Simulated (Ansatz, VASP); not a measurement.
# One calculation of NaCl, two programs

```
Na Cl
1.0
     3.46960    0.00000    0.00000
     0.00000    3.46960    0.00000
     0.00000    0.00000    3.46960
Na Cl
1 1
Direct
  0.00000 0.00000 0.00000
  0.50000 0.50000 0.50000
```

Alike in both runs: task single point; functional PBE; k mesh 6 × 6 × 6; occupations gaussian, width 0.02 eV; no spin polarisation.

```csv
,VASP,Ansatz
version,VASP 6.6.1,Ansatz 0.2.0
potentials or method,"VASP PAW PBE potentials, release 64 (Na_pv, Cl)","scalar-relativistic, plane waves, PAW"
plane-wave cutoff (eV),520,420
valence electrons in the cell,14,16
```

```tsv
	VASP	Ansatz	Ansatz less VASP
gap on the k mesh at the Fermi level (eV)	4.07	4.07	0.000
least direct gap on the mesh (eV)	4.59	4.59	0.000
pressure (GPa)	0.8	0.9	+0.05
```

The two sets of potentials don't hold the same shells in valence.

A k mesh can miss the band edges.
